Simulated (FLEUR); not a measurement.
# Magnetic state of MnS (Browneite) from several starts

A self-consistent run ends on one state, which hangs on the start. Several orders of MnS (Browneite) are started in FLEUR and their energies compared.

Program: FLEUR MaX-R8.1. Level of theory: PBE with U = 4 eV on Mn d; all-electron FLAPW, Dirac cores, scalar-relativistic bands. Results are calculated unless marked as measured.

Most raw output is cut from this account.

## Step 1: The structure

The structure is cubic, space group F-43m (No. 216). Conventional cell: a = 5.600 Å, b = 5.600 Å, c = 5.600 Å, α = 90.00°, β = 90.00°, γ = 90.00°. Nearest to Mn lie 4 S at 2.42 Å. Nearest to S lie 4 Mn at 2.42 Å. Farther neighbours and most contacts between anions are not listed.

Structure file:

```cif
data_structure
_symmetry_space_group_name_H-M 'P 1'
_symmetry_Int_Tables_number 1
_cell_length_a 3.9598
_cell_length_b 3.9598
_cell_length_c 3.9598
_cell_angle_alpha 60.000
_cell_angle_beta 60.000
_cell_angle_gamma 60.000
_cell_volume 43.90
loop_
_atom_site_label
_atom_site_type_symbol
_atom_site_fract_x
_atom_site_fract_y
_atom_site_fract_z
_atom_site_occupancy
Mn1 Mn 0.00000 0.00000 0.00000 1
S2 S 0.25000 0.25000 0.25000 1
```

## Step 2: Order 1, typed as ferro +

The parallel start is the test of whether parallel moments hold. A Hubbard U acts on the open shell, since semilocal functionals spread its electrons too much.

inpgen writes inp.xml from crystal.txt; cutoffs, mixing, functional, smearing and local orbitals are then set in the file. The k list default-1 (kpts.xml, not shown) is a Γ-centred 8×8×8 mesh; where the ranks do not divide the number of points, some are split in two of half the weight.

Contents of inp.xml:

```
<?xml version="1.0" encoding="UTF-8" standalone="no"?>
<fleurInput fleurInputVersion="0.39">
   <comment>
      MnS
   </comment>
   <calculationSetup>
      <cutoffs Kmax="4.26" Gmax="12.8" GmaxXC="12.8" numbands="0"/>
      <scfLoop itmax="120" minDistance="0.0001" maxIterBroyd="15" imix="Anderson" alpha="0.05" precondParam="0.0" spinf="2.0" sdNocoIR="T"/>
      <coreElectrons ctail="T" frcor="F" kcrel="0" coretail_lmax="0"/>
      <xcFunctional name="pbe" relativisticCorrections="F"/>
      <magnetism jspins="2"/>
      <soc l_soc="F" theta="0.0" phi="0.0" spav="F"/>
      <expertModes spex="0" secvar="F"/>
      <geometryOptimization l_f="F" forcealpha="1.0" forcemix="BFGS" epsdisp="0.00001" epsforce="0.00001"/>
      <ldaU l_linMix="F" mixParam="0.05" spinf="1.0"/>
   </calculationSetup>
   <cell>
      <bzIntegration valenceElectrons="21.0" mode="hist" fermiSmearingEnergy="0.00183747">
         <kPointListSelection listName="default-1"/>
         <xi:include xmlns:xi="http://www.w3.org/2001/XInclude" href="kpts.xml"> </xi:include>
      </bzIntegration>
      <xi:include xmlns:xi="http://www.w3.org/2001/XInclude" href="sym.xml"> </xi:include>
      <bulkLattice scale="1.0">
         <bravaisMatrix>
            <row-1>    0.0000000000000000     5.2912331488799991     5.2912331488799991</row-1>
            <row-2>    5.2912331488799991     0.0000000000000000     5.2912331488799991</row-2>
            <row-3>    5.2912331488799991     5.2912331488799991     0.0000000000000000</row-3>
         </bravaisMatrix>
      </bulkLattice>
   </cell>
   <atomSpecies>
      <species name="Manganese 4.500" element="Mn" atomicNumber="25">
         <mtSphere radius="2.7" gridPoints="893" logIncrement="0.014"/>
         <atomicCutoffs lmax="10" lnonsphr="8"/>
         <electronConfig flipSpins="F">
            <coreConfig>(1s1/2) (2s1/2) (2p1/2) (2p3/2)</coreConfig>
            <valenceConfig>(3s1/2) (3p1/2) (3p3/2) (4s1/2) (3d3/2) (3d5/2)</valenceConfig>
            <stateOccupation state="(3d3/2)" spinUp="1.75" spinDown="0.25"/>
            <stateOccupation state="(3d5/2)" spinUp="3.0" spinDown="0.0"/>
         </electronConfig>
         <energyParameters s="4" p="4" d="3" f="4"/>
         <ldaU l="2" U="4.0" J="0.0" l_amf="F"/>
         <lo type="SCLO" l="0" n="3" eDeriv="0"/>
         <lo type="SCLO" l="1" n="3" eDeriv="0"/>
      </species>
      <species name="Sulfur (S)" element="S" atomicNumber="16">
         <mtSphere radius="1.76" gridPoints="583" logIncrement="0.02"/>
         <atomicCutoffs lmax="6" lnonsphr="4"/>
         <electronConfig flipSpins="F">
            <coreConfig>(1s1/2) (2s1/2) (2p1/2) (2p3/2)</coreConfig>
            <valenceConfig>(3s1/2) (3p1/2) (3p3/2)</valenceConfig>
            <stateOccupation state="(3p1/2)" spinUp="0.666667" spinDown="0.666667"/>
            <stateOccupation state="(3p3/2)" spinUp="1.333333" spinDown="1.333333"/>
         </electronConfig>
         <energyParameters s="3" p="3" d="3" f="4"/>
      </species>
   </atomSpecies>
   <atomGroups>
      <atomGroup species="Manganese 4.500">
         <relPos label="                   1">.0000000000 .0000000000 .0000000000</relPos>
         <force calculate="T" relaxXYZ="TTT"/>
      </atomGroup>
      <atomGroup species="Sulfur (S)">
         <relPos label="                   2">1.000/4.000 1.000/4.000 1.000/4.000</relPos>
         <force calculate="T" relaxXYZ="TTT"/>
      </atomGroup>
   </atomGroups>
   <output dos="F" band="F" slice="F">
      <bandDOS minEnergy="-.5*Htr" maxEnergy="0.5*Htr" sigma="0.015" storeEVData="T"/>
      <plotting iplot="0" polar="F">
         <plot TwoD="T" vec1="  1.0  0.0  0.0" vec2="  0.0  1.0  0.0" vec3="  0.0  0.0  1.0" zero="  0.0  0.0  0.0" file="plot"/>
      </plotting>
      <moessbauerParams electricFieldGradient="F" isomerShift="F" coreHyperfine="F" valenceHyperfine="F"/>
   </output>
</fleurInput>
```

Contents of crystal.txt:

```
MnS
&input film=F cartesian=F /
0.00000000000  2.80000000000  2.80000000000
2.80000000000  0.00000000000  2.80000000000
2.80000000000  2.80000000000  0.00000000000
1.8897261246
1.0 1.0 1.0

2
25 0.00000000000  0.00000000000  0.00000000000 : 4.500
16 0.25000000000  0.25000000000  0.25000000000

&kpt div1=8 div2=8 div3=8 gamma=T /
```

Started as:

```sh
$ OMP_NUM_THREADS=1 inpgen -f crystal.txt > inpgen.log  # inp.xml is then edited as shown
$ OMP_NUM_THREADS=1 mpirun -n 4 fleur_MPI > fleur.log
```

Run time: 31 s. Hardware: 4 MPI ranks of Intel Xeon Platinum 8488C (Sapphire Rapids), shared host; peak memory 0.27 GiB.

This step gave:

* free energy: -42391.3563 eV
* program's band gap on this mesh (in a metal only a level spacing): 1.228 eV
* magnetization: 5 μB
* final state: ferromagnetic
* largest moment: 4.731 μB

After 16 cycles the largest moment stands at 4.73 μB.

## Step 3: Run 2 (antiferro q=(0,1/2,1/2) +-)

An opposed order shows whether neighbours prefer unlike signs.

The cell is doubled to 4 atoms to hold this order. The mesh is halved along the doubled vector, so that both cells sample the same points. The k list default-1 (kpts.xml, not shown) is a Γ-centred 8×4×8 mesh.

inp.xml, as its differences from that of step 2:

```diff
@@ -17,3 +17,3 @@
    <cell>
-      <bzIntegration valenceElectrons="21.0" mode="hist" fermiSmearingEnergy="0.00183747">
+      <bzIntegration valenceElectrons="42.0" mode="hist" fermiSmearingEnergy="0.00183747">
          <kPointListSelection listName="default-1"/>
@@ -25,4 +25,4 @@
             <row-1>    0.0000000000000000     5.2912331488799991     5.2912331488799991</row-1>
-            <row-2>    5.2912331488799991     0.0000000000000000     5.2912331488799991</row-2>
-            <row-3>    5.2912331488799991     5.2912331488799991     0.0000000000000000</row-3>
+            <row-2>   10.5824662977599981     0.0000000000000000    10.5824662977599981</row-2>
+            <row-3>   10.5824662977599981     5.2912331488799991     5.2912331488799991</row-3>
          </bravaisMatrix>
@@ -39,2 +39,16 @@
             <stateOccupation state="(3d5/2)" spinUp="3.0" spinDown="0.0"/>
+         </electronConfig>
+         <energyParameters s="4" p="4" d="3" f="4"/>
+         <ldaU l="2" U="4.0" J="0.0" l_amf="F"/>
+         <lo type="SCLO" l="0" n="3" eDeriv="0"/>
+         <lo type="SCLO" l="1" n="3" eDeriv="0"/>
+      </species>
+      <species name="Manganese -4.500" element="Mn" atomicNumber="25">
+         <mtSphere radius="2.7" gridPoints="893" logIncrement="0.014"/>
+         <atomicCutoffs lmax="10" lnonsphr="8"/>
+         <electronConfig flipSpins="F">
+            <coreConfig>(1s1/2) (2s1/2) (2p1/2) (2p3/2)</coreConfig>
+            <valenceConfig>(3s1/2) (3p1/2) (3p3/2) (4s1/2) (3d3/2) (3d5/2)</valenceConfig>
+            <stateOccupation state="(3d3/2)" spinUp="0.25" spinDown="1.75"/>
+            <stateOccupation state="(3d5/2)" spinUp="0.0" spinDown="3.0"/>
          </electronConfig>
@@ -62,4 +76,9 @@
       </atomGroup>
+      <atomGroup species="Manganese -4.500">
+         <relPos label="                   2">.0000000000 1.000/2.000 .0000000000</relPos>
+         <force calculate="T" relaxXYZ="TTT"/>
+      </atomGroup>
       <atomGroup species="Sulfur (S)">
-         <relPos label="                   2">1.000/4.000 1.000/4.000 1.000/4.000</relPos>
+         <relPos label="                   3">1.000/4.000 .0000000000 1.000/4.000</relPos>
+         <relPos label="                   4">1.000/4.000 1.000/2.000 1.000/4.000</relPos>
          <force calculate="T" relaxXYZ="TTT"/>
```

Contents of crystal.txt:

```
MnS
&input film=F cartesian=F /
0.00000000000  2.80000000000  2.80000000000
5.60000000000  0.00000000000  5.60000000000
5.60000000000  2.80000000000  2.80000000000
1.8897261246
1.0 1.0 1.0

4
25 0.00000000000  0.00000000000  0.00000000000 : 4.500
25 0.00000000000  0.50000000000  0.00000000000 : -4.500
16 0.25000000000  0.00000000000  0.25000000000
16 0.25000000000  0.50000000000  0.25000000000

&kpt div1=8 div2=4 div3=8 gamma=T /
```

The job ended after 5.2 min (4 MPI ranks; peak memory 0.67 GiB; 21 min of CPU time).

Spin moment in the muffin-tin sphere by atom:

```csv
atom,spin moment in the muffin-tin sphere (μB)
Mn1,4.61
Mn2,-4.61
S3,0.00
S4,0.00
```

This step gave:

```
free energy                                                       : -84782.9074 eV
program's band gap on this mesh (in a metal only a level spacing) : 2.775 eV
magnetization                                                     : 0 μB
final state                                                       : antiferromagnetic
```

It lies 97.3 meV a seeded atom under the first start, and its largest moment is 4.61 μB against 4.73 μB.

## Step 4: Order 3, typed as antiferro q=(0,0,1/2) +-

Reversing part of the moments tests the sign of the couplings between them.

The cell is doubled to 4 atoms to hold this order. The mesh is halved along the doubled vector, so that both cells sample the same points. The k list default-1 (kpts.xml, not shown) is a Γ-centred 8×8×4 mesh.

inp.xml, as its differences from that of step 3:

```diff
@@ -25,4 +25,4 @@
             <row-1>    0.0000000000000000     5.2912331488799991     5.2912331488799991</row-1>
-            <row-2>   10.5824662977599981     0.0000000000000000    10.5824662977599981</row-2>
-            <row-3>   10.5824662977599981     5.2912331488799991     5.2912331488799991</row-3>
+            <row-2>    5.2912331488799991     0.0000000000000000     5.2912331488799991</row-2>
+            <row-3>   10.5824662977599981    10.5824662977599981     0.0000000000000000</row-3>
          </bravaisMatrix>
@@ -77,3 +77,3 @@
       <atomGroup species="Manganese -4.500">
-         <relPos label="                   2">.0000000000 1.000/2.000 .0000000000</relPos>
+         <relPos label="                   2">.0000000000 .0000000000 1.000/2.000</relPos>
          <force calculate="T" relaxXYZ="TTT"/>
@@ -81,4 +81,7 @@
       <atomGroup species="Sulfur (S)">
-         <relPos label="                   3">1.000/4.000 .0000000000 1.000/4.000</relPos>
-         <relPos label="                   4">1.000/4.000 1.000/2.000 1.000/4.000</relPos>
+         <relPos label="                   3">1.000/4.000 1.000/4.000 1.000/8.000</relPos>
+         <force calculate="T" relaxXYZ="TTT"/>
+      </atomGroup>
+      <atomGroup species="Sulfur (S)">
+         <relPos label="                   4">1.000/4.000 1.000/4.000 -3.000/8.000</relPos>
          <force calculate="T" relaxXYZ="TTT"/>
```

Contents of crystal.txt:

```
MnS
&input film=F cartesian=F /
0.00000000000  2.80000000000  2.80000000000
2.80000000000  0.00000000000  2.80000000000
5.60000000000  5.60000000000  0.00000000000
1.8897261246
1.0 1.0 1.0

4
25 0.00000000000  0.00000000000  0.00000000000 : 4.500
25 0.00000000000  0.00000000000  0.50000000000 : -4.500
16 0.25000000000  0.25000000000  0.12500000000
16 0.25000000000  0.25000000000  0.62500000000

&kpt div1=8 div2=8 div3=4 gamma=T /
```

Run time: 5.7 min. Hardware: 4 MPI ranks; peak memory 0.75 GiB; 23 min of CPU time.

Spin moment in the muffin-tin sphere by atom:

```
atom  spin moment in the muffin-tin sphere (μB)
 Mn1                                       4.64
 Mn2                                      -4.64
  S3                                       0.02
  S4                                      -0.02
```

Read from the output:

| Item | Value |
| --- | --- |
| free energy | -84782.8639 eV |
| program's band gap on this mesh (in a metal only a level spacing) | 2.317 eV |
| magnetization | 0 μB |
| final state | antiferromagnetic |

It lies 75.6 meV a seeded atom under the first start, and its largest moment is 4.64 μB against 4.73 μB.

## Step 5: Order 4, typed as no spin polarisation

A spinless run shows what the cell costs with no moments; under a U that can hold a penalty on part-filled orbitals beside the lost exchange.

The k list default-1 (kpts.xml, not shown) is a Γ-centred 8×8×8 mesh.

Contents of inp.xml:

```
<?xml version="1.0" encoding="UTF-8" standalone="no"?>
<fleurInput fleurInputVersion="0.39">
   <comment>
      MnS
   </comment>
   <calculationSetup>
      <cutoffs Kmax="4.26" Gmax="12.8" GmaxXC="12.8" numbands="0"/>
      <scfLoop itmax="120" minDistance="0.0001" maxIterBroyd="15" imix="Anderson" alpha="0.05" precondParam="0.0" spinf="2.0" sdNocoIR="T"/>
      <coreElectrons ctail="T" frcor="F" kcrel="0" coretail_lmax="0"/>
      <xcFunctional name="pbe" relativisticCorrections="F"/>
      <magnetism jspins="1"/>
      <soc l_soc="F" theta="0.0" phi="0.0" spav="F"/>
      <expertModes spex="0" secvar="F"/>
      <geometryOptimization l_f="F" forcealpha="1.0" forcemix="BFGS" epsdisp="0.00001" epsforce="0.00001"/>
      <ldaU l_linMix="F" mixParam="0.05" spinf="1.0"/>
   </calculationSetup>
   <cell>
      <bzIntegration valenceElectrons="21.0" mode="hist" fermiSmearingEnergy="0.00183747">
         <kPointListSelection listName="default-1"/>
         <xi:include xmlns:xi="http://www.w3.org/2001/XInclude" href="kpts.xml"> </xi:include>
      </bzIntegration>
      <xi:include xmlns:xi="http://www.w3.org/2001/XInclude" href="sym.xml"> </xi:include>
      <bulkLattice scale="1.0">
         <bravaisMatrix>
            <row-1>    0.0000000000000000     5.2912331488799991     5.2912331488799991</row-1>
            <row-2>    5.2912331488799991     0.0000000000000000     5.2912331488799991</row-2>
            <row-3>    5.2912331488799991     5.2912331488799991     0.0000000000000000</row-3>
         </bravaisMatrix>
      </bulkLattice>
   </cell>
   <atomSpecies>
      <species name="Manganese (Mn)" element="Mn" atomicNumber="25">
         <mtSphere radius="2.7" gridPoints="893" logIncrement="0.014"/>
         <atomicCutoffs lmax="10" lnonsphr="8"/>
         <electronConfig flipSpins="F">
            <coreConfig>(1s1/2) (2s1/2) (2p1/2) (2p3/2)</coreConfig>
            <valenceConfig>(3s1/2) (3p1/2) (3p3/2) (4s1/2) (3d3/2) (3d5/2)</valenceConfig>
            <stateOccupation state="(3d3/2)" spinUp="1.000000" spinDown="1.000000"/>
            <stateOccupation state="(3d5/2)" spinUp="1.500000" spinDown="1.500000"/>
         </electronConfig>
         <energyParameters s="4" p="4" d="3" f="4"/>
         <ldaU l="2" U="4.0" J="0.0" l_amf="F"/>
         <lo type="SCLO" l="0" n="3" eDeriv="0"/>
         <lo type="SCLO" l="1" n="3" eDeriv="0"/>
      </species>
      <species name="Sulfur (S)" element="S" atomicNumber="16">
         <mtSphere radius="1.76" gridPoints="583" logIncrement="0.02"/>
         <atomicCutoffs lmax="6" lnonsphr="4"/>
         <electronConfig flipSpins="F">
            <coreConfig>(1s1/2) (2s1/2) (2p1/2) (2p3/2)</coreConfig>
            <valenceConfig>(3s1/2) (3p1/2) (3p3/2)</valenceConfig>
            <stateOccupation state="(3p1/2)" spinUp="0.666667" spinDown="0.666667"/>
            <stateOccupation state="(3p3/2)" spinUp="1.333333" spinDown="1.333333"/>
         </electronConfig>
         <energyParameters s="3" p="3" d="3" f="4"/>
      </species>
   </atomSpecies>
   <atomGroups>
      <atomGroup species="Manganese (Mn)">
         <relPos label="                   1">.0000000000 .0000000000 .0000000000</relPos>
         <force calculate="T" relaxXYZ="TTT"/>
      </atomGroup>
      <atomGroup species="Sulfur (S)">
         <relPos label="                   2">1.000/4.000 1.000/4.000 1.000/4.000</relPos>
         <force calculate="T" relaxXYZ="TTT"/>
      </atomGroup>
   </atomGroups>
   <output dos="F" band="F" slice="F">
      <bandDOS minEnergy="-.5*Htr" maxEnergy="0.5*Htr" sigma="0.015" storeEVData="T"/>
      <plotting iplot="0" polar="F">
         <plot TwoD="T" vec1="  1.0  0.0  0.0" vec2="  0.0  1.0  0.0" vec3="  0.0  0.0  1.0" zero="  0.0  0.0  0.0" file="plot"/>
      </plotting>
      <moessbauerParams electricFieldGradient="F" isomerShift="F" coreHyperfine="F" valenceHyperfine="F"/>
   </output>
</fleurInput>
```

Contents of crystal.txt:

```
MnS
&input film=F cartesian=F /
0.00000000000  2.80000000000  2.80000000000
2.80000000000  0.00000000000  2.80000000000
2.80000000000  2.80000000000  0.00000000000
1.8897261246
1.0 1.0 1.0

2
25 0.00000000000  0.00000000000  0.00000000000
16 0.25000000000  0.25000000000  0.25000000000

&kpt div1=8 div2=8 div3=8 gamma=T /
```

Elapsed: 26 s, on 4 MPI ranks; peak memory 0.25 GiB.

Numbers from this step:

```yaml
free_energy: -42387.1407 eV
program_s_band_gap_on_this_mesh_in_a_metal_only_a_level_spacing: 0 eV
final_state: non-magnetic (no spin polarisation)
```

It lies 4216 meV a seeded atom over the first start.

## Step 6: The states side by side

Free energies are divided by the number of seeded atoms, so that cells of unlike size compare. Wavevectors q in the names are fractions of the primitive cell's reciprocal vectors.

Orders:

| start | final state | typed order kept | energy over the lowest (meV a seeded atom) | largest sphere moment (μB) | net moment (μB a primitive cell) | mesh matched | CPU time (s) |
| --- | --- | --- | --- | --- | --- | --- | --- |
| ferro + | ferromagnetic | yes | 97.33 | 4.731 | 5 | yes | 124.8 |
| antiferro q=(0,1/2,1/2) +- | antiferromagnetic | yes | 0 | 4.614 | 0 | yes | 1237 |
| antiferro q=(0,0,1/2) +- | antiferromagnetic | yes | 21.74 | 4.642 | 0 | yes | 1369 |
| no spin polarisation | non-magnetic | - | 4313 | 0 | 0 | yes | 101.6 |

## Step 7: What came out

```yaml
lowest_state_found: antiferromagnetic (typed antiferro q=(0,1/2,1/2) +-)
largest_site_spin_moment: 4.61 μB
next_finished_state: antiferromagnetic, 21.7 meV a seeded atom higher
spinless_run_over_the_lowest_under_a_u_no_clean_measure_of_the_moments: 4313 meV a seeded atom
```

The lowest state found is antiferromagnetic, reached from the start antiferro q=(0,1/2,1/2) +-, with moments up to 4.61 μB. The next finished state costs 22 meV a seeded atom. Under a U a spinless run can be left with part-filled orbitals, which the U penalises, or fall into a low-spin state, so its energy is no clean measure of what the moments gain. This is the lowest of 4 finished starts, no proof of the ground state.

[Logs and program files are shortened in this print: banners, set-up blocks, solver, clock and traceback lines can be left out without a mark of their own.]

[Logs are printed without paths, hosts, clocks, repeated set-up lines and the standing remarks that a program may print on its own settings, such as how far it seeks lower states.]

[Hosts, paths, dates, database ids (printed as entryN), source tags and the programs' standing remarks are cut or masked in the printed files.]

[Where a cell is said to come from a database of computed structures, the database is the Materials Project.]
